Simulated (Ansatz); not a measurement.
# KI: band gap under strain

How does strain move the band edges of KI built on the rocksalt prototype, and do the functionals agree on it? States: +3.0 % strain along [111] alone; -2.0 % strain along z alone; +1.0 % equal strain in all directions.

Program: Ansatz 0.2.0. PAW datasets, plane waves. The values are computed, spin-unpolarised, and not measurements.

### 1 The structure to begin with

The unstrained cell was relaxed with r2SCAN; in each strained cell the atoms were relaxed again with r2SCAN. Names of k-points are those of the unstrained zone, where strain can split equivalent points. First state: +3.0 % strain along [111] alone.

Space group R-3m (No. 166), trigonal; a = 5.012 Å, c = 12.646 Å in the conventional setting, 45.86 Å³ an atom. Around K lie 6 I at 3.58 Å; around I lie 6 K at 3.58 Å.

As a file:

```cif
data_structure
_symmetry_space_group_name_H-M 'R-3m:H'
_symmetry_Int_Tables_number 166
_cell_length_a 5.0124
_cell_length_b 5.0124
_cell_length_c 12.6461
_cell_angle_alpha 90.000
_cell_angle_beta 90.000
_cell_angle_gamma 120.000
_cell_volume 275.15
loop_
_atom_site_label
_atom_site_type_symbol
_atom_site_symmetry_multiplicity
_atom_site_Wyckoff_symbol
_atom_site_fract_x
_atom_site_fract_y
_atom_site_fract_z
_atom_site_occupancy
K1 K 3 a 0.00000 0.00000 0.00000 1
I1 I 3 b 0.66667 0.33333 0.83333 1
```

From earlier runs on the unstrained cell: PBE 3.94 eV, r2SCAN 4.59 eV, HSE06 4.94 eV, G0W0 6.10 eV (on its mesh); a = 7.089 Å.

### 2 +3.0 % strain along [111] alone: PBE

input.yaml reads:

```yaml
crystal:
  lattice:
    - [0.0708857049, 3.6151709484, 3.6151709484]
    - [3.6151709484, 0.0708857049, 3.6151709484]
    - [3.6151709484, 3.6151709484, 0.0708857049]
  atoms:
    - { symbol: K, position: [0.0, 0.0, 0.0] }
    - { symbol: I, position: [0.5, 0.5, 0.5] }
kpoints:
  mp_grid: { grid: [6, 6, 6] }
  band_path:
    path:
      - [0.0, 0.0, 0.0]
      - [0.5, 0.0, 0.5]
      - [0.625, 0.25, 0.625]
      - [0.375, 0.375, 0.75]
      - [0.5, 0.5, 0.5]
      - [0.5, 0.25, 0.75]
    npoints: 1
hamiltonian:
  xc: pbe
scf:
  occupations: { method: fermi_dirac, width: 0.02 }
  n_extra_bands: 4
output:
  forces: true
  stress: true
  eigenvalues: true
```

Command:

```sh
$ ansatz run input.yaml --threads 2 --pin off --max-ram 2211MiB --backend cpu --events-out ev --progress --plain --runs-dir out
```

Further steps of the session: +3.0 % strain along [111] alone: r2SCAN; +3.0 % strain along [111] alone: HSE06; +3.0 % strain along [111] alone: G0W0@PBE; -2.0 % strain along z alone: PBE; -2.0 % strain along z alone: r2SCAN; -2.0 % strain along z alone: HSE06; -2.0 % strain along z alone: G0W0@PBE; +1.0 % equal strain in all directions: PBE; +1.0 % equal strain in all directions: r2SCAN; +1.0 % equal strain in all directions: HSE06; +1.0 % equal strain in all directions: G0W0@PBE.

**Question.** What will these runs give?

As calculated:

Least gap in eV (negative: overlap), with the change from the unstrained cell in brackets. G0W0 is on its own coarse mesh.

```
                                state  volume change (%)           PBE        r2SCAN         HSE06          G0W0
      +3.0 % strain along [111] alone               +3.0  3.85 (-0.09)  4.48 (-0.11)  4.84 (-0.10)  6.01 (-0.09)
          -2.0 % strain along z alone               -2.0  3.99 (+0.05)  4.63 (+0.04)  4.99 (+0.05)  6.13 (+0.03)
+1.0 % equal strain in all directions               +3.0  3.88 (-0.06)  4.51 (-0.08)  4.87 (-0.07)  6.05 (-0.05)
```

In words: With HSE06, of the states in the table +3.0 % strain along [111] alone shifts the gap most, by -0.104 eV. PBE and HSE06 differ by 1.00 eV on the unstrained gap, and by at most 0.01 eV on its change: PBE follows the response to strain far better than the gap itself. Spin-orbit coupling is left out of the table, though the cell holds I (Z = 53); in an element this heavy it can shift bands and gaps by tenths of an eV. The G0W0 figures hold for the stated bands, cutoff and mesh and aren't extrapolated.
